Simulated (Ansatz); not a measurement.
# Al (Fm-3m) in Ansatz: notebook

One crystal, Al, is run at these levels: RPBE, PBE; tasks: single point.

Program: Ansatz 0.2.0. These are calculated values, not measurements. Logs are shortened: lines on timing, memory, paths and dates and some standing lists are left out, and cuts for length are marked.

**1. The structure**

Symmetry: Fm-3m, No. 225, cubic system. The conventional cell has a = 4.050 Å, b = 4.050 Å, c = 4.050 Å, α = 90.00°, β = 90.00°, γ = 90.00°. Al (site symmetry m-3m) is surrounded by 12 Al at 2.86 Å.

**2. Single point, RPBE**

The input, input.yaml:

```yaml
crystal:
  lattice:
    - [0.0, 2.024805, 2.024805]
    - [2.024805, 0.0, 2.024805]
    - [2.024805, 2.024805, 0.0]
  atoms:
    - { symbol: Al, position: [0.0, 0.0, 0.0] }
kpoints:
  mp_grid: { grid: [11, 11, 11] }
scf:
  occupations: { method: gaussian, width: 0.02 }
hamiltonian:
  xc: rpbe
  pseudopotentials: { kind: all_electron, lapw: { basis_error: 0.001 } }
output:
  forces: true
  stress: true
  eigenvalues: true
```

Potentials or basis: all-electron LAPW, scalar-relativistic.

The run is started by

```console
> ansatz run input.yaml --threads 1 --pin off --max-ram 3072MiB --backend cpu --events-out ev --progress --plain --runs-dir out
```

Standard output:

```text
Warning: RAYON_NUM_THREADS=1 ignored (pool sized by the plan → 1); use --threads N
LAPW: plane waves up to 5.835 Å⁻¹, error target 1.0e-3 eV per atom; small_component_spin mean_spin; Al in spheres of 1.432 Å, 11 of its electrons in bands, Dirac shells [] (how accurate: hamiltonian.pseudopotentials.lapw.basis_error, Limitations)
Engine: ansatz 0.2.0, aarch64-unknown-linux-gnu
Pseudopotentials: kind: all_electron
Pseudopotential: Al, LAPW, valence charge 11, lapw/all_electron/scalar/gaussian/Al, Koelling and Harmon's equation, gaussian nucleus
Functional definition: RPBE
  parameter kappa = 0.804
  parameter beta = 0.06672455060314922
  exchange = rpbe_x(kappa = kappa, mu = beta*pi^2/3)
  correlation = pbe_c(beta = beta)
Crystal: 1 atoms, lattice volume = 16.603 Å³
Basis set: ecut = 129.73390922421356 eV, 59 PW (Γ), exchange–correlation at level 2
Bands: 10, of which v1, the nominal top of the filled ones, is band 6 counted from 1 (5 counted from 0)
Symmetry: 48 space group operations
Space group: Fm-3m (ITA 225), of the structure as read, at distance tolerance 2.6e-5 Å
k-points: 56 of 1331
Non-local potential: Al, projectors of the file, none
Initial density: superposition of atomic densities (chi_scale 0.1, normalization cell)
Initial wavefunctions: plane waves of lowest kinetic energy (no species holds an atomic orbital)
Functional: x = rpbe, c = pbe(β = 0.06672455060314922)
iter 1 solved again at ethr=9.85e-5 eV; its pass at ethr=1.00e-1 eV (dr2=1.08e-2 eV) is discarded
SCF iter   1: F=—  HF=-6610.496562 eV  |F-HF|=—  |Δ(HF+E_count)|=         —  Δρ=1.09e-2  dr2=1.09e-2  ethr=9.85e-5  ⟨swp⟩=3.2  Hψ=4292  notcnv=0
preconditioner: auto → none  [insulator: Δε(μ)=0.055 eV  Ē_g=13.234 eV  σ=0.020 eV  W_gap=0.84  n_scr=0 (ndim 8)  ℏωp=15.8 eV  f_vac=0.000  D(μ)=1.24/eV (n_scr^D=14)  ε∞_Penn≈2.4]
SCF iter   2: F=—  HF=-6610.478969 eV  |F-HF|=—  |Δ(HF+E_count)|=   1.76e-2  Δρ=5.24e-3  dr2=2.54e-3  ethr=9.85e-5  ⟨swp⟩=2.0  Hψ=1782  notcnv=0
iter 3 solved again at ethr=9.02e-8 eV; its pass at ethr=2.31e-5 eV (dr2=9.92e-6 eV) is discarded
SCF iter   3: F=—  HF=-6610.475122 eV  |F-HF|=—  |Δ(HF+E_count)|=   3.85e-3  Δρ=2.84e-4  dr2=9.97e-6  ethr=9.02e-8  ⟨swp⟩=2.0  Hψ=2755  notcnv=0
SCF iter   4: F=—  HF=-6610.475107 eV  |F-HF|=—  |Δ(HF+E_count)|=   1.52e-5  Δρ=7.09e-5  dr2=8.28e-7  ethr=9.02e-8  ⟨swp⟩=2.0  Hψ=1538  notcnv=0
SCF iter   5: F=-6610.475107 eV  HF=-6610.475107 eV  |F-HF|=3.07e-9  |Δ(HF+E_count)|=   2.57e-7  Δρ=2.21e-6  dr2=3.51e-10  ethr=7.52e-9  ⟨swp⟩=2.0  Hψ=1538  notcnv=0
SCF 1 converged in 5 iterations: F = -6610.475107 eV  dr2 = 3.51e-10
SCF converged after 5 iterations
Free energy (F): -6610.475107 eV
Harris-Foulkes:  -6610.475107 eV  (|F-HF|=3.07e-9)
Internal energy: -6610.474785 eV  (E = F + TS)
E sigma→0 (E₀):  -6610.474946 eV
Entropy (-TS):   -0.000323 eV (-0.323 meV/atom)
Fermi energy:    9.864744 eV
--- Per-component energies (eV) ---
  E_band       = -501.985967
  E_kinetic    = 6624.307356
  E_xc         = -510.265133
  E_electrostatic = -12724.517007  (all electrons and nuclei)
  E_smearing   = -0.000323  (= −TS)
  E_closure    = 0.000000  (closes the sum)
  E_atoms      = -6606.981989  (free atoms, spherical and without spin; not in F)
  Σ components = -6610.475107   (vs F -6610.475107, Δ=0.00e0)
  Basis errors (estimates in eV, not in F): energy 3.2e-4 per atom: plane waves 2.8e-4 (1.4e-4 summed), levels above the bands 0.0e0, relativity 2.2e-9, radial functions 4.7e-5, core shells 1.2e-16; eigenvalues (radial functions only) 5.8e-5; not estimated: angular momenta, meshes, grids; target (lapw.basis_error) 1.0e-3; muffin-tin radii Al 1.432 Å
--- Forces (eV/Å), atoms counted from 1 ---
  atom   1  Al    -0.00000000    -0.00000000     0.00000000
  max |Σ_I F_I| component: 8.01e-32 eV/Å
--- Stress (GPa, compression-positive) ---
        0.955862       0.000000      -0.000000
        0.000000       0.955862       0.000000
       -0.000000       0.000000       0.955862
  P = ⅓ Tr σ = 0.9559 GPa (9.559 kbar)
--- Band table (eV; the first three rows and the last of 56) ---
  k-point 0: bands = ["-93.8319", "-55.0935", "-55.0935", "-55.0935", "-1.2555", "22.4317", "22.4317", "22.4317", "23.9882", "23.9882"]
  k-point 1: bands = ["-93.8317", "-55.0953", "-55.0938", "-55.0938", "-1.0315", "19.5245", "21.8088", "21.8088", "24.6007", "24.9543"]
  k-point 2: bands = ["-93.8311", "-55.0998", "-55.0945", "-55.0945", "-0.3619", "15.8755", "21.0842", "21.0842", "24.3453", "25.7673"]
  k-point 55: bands = ["-93.8284", "-55.1086", "-55.1075", "-55.1015", "8.4476", "8.6984", "10.1315", "12.0356", "23.7524", "26.6297"]
```

It took 1.5 s on 1 thread of Arm Neoverse V1, shared host; peak memory 0.19 GiB.

Results:

- Free energy: -6610.4751 eV
- Pressure: 1.0 GPa
- Band gap on the k mesh: none (metal or under the smearing width)

**3. Single point, PBE**

input.yaml, as its differences from that of step 2:

```diff
@@ -10,5 +10,5 @@
 scf:
-  occupations: { method: gaussian, width: 0.02 }
+  occupations: { method: gaussian, width: 0.028 }
 hamiltonian:
-  xc: rpbe
+  xc: pbe
   pseudopotentials: { kind: all_electron, lapw: { basis_error: 0.001 } }
```

Potentials or basis: all-electron LAPW, scalar-relativistic.

The run is started by

```console
> ansatz run input.yaml --threads 1 --pin off --max-ram 3072MiB --backend cpu --events-out ev --progress --plain --runs-dir out
```

It took 1.5 s on 1 thread of Arm Neoverse V1, shared host; peak memory 0.19 GiB.

Results (log left out):

```
Free energy            : -6607.5304 eV
Pressure               : -0.5 GPa
Band gap on the k mesh : none (metal or under the smearing width)
```

Levels at points of the mesh, in eV from the Fermi level:
| k point | band 5 | band 6 | band 7 | band 8 | band 9 |
| --- | --- | --- | --- | --- | --- |
| (0.00, 0.00, 0.00) | -11.11 | 12.55 | 12.55 | 12.55 | 14.01 |
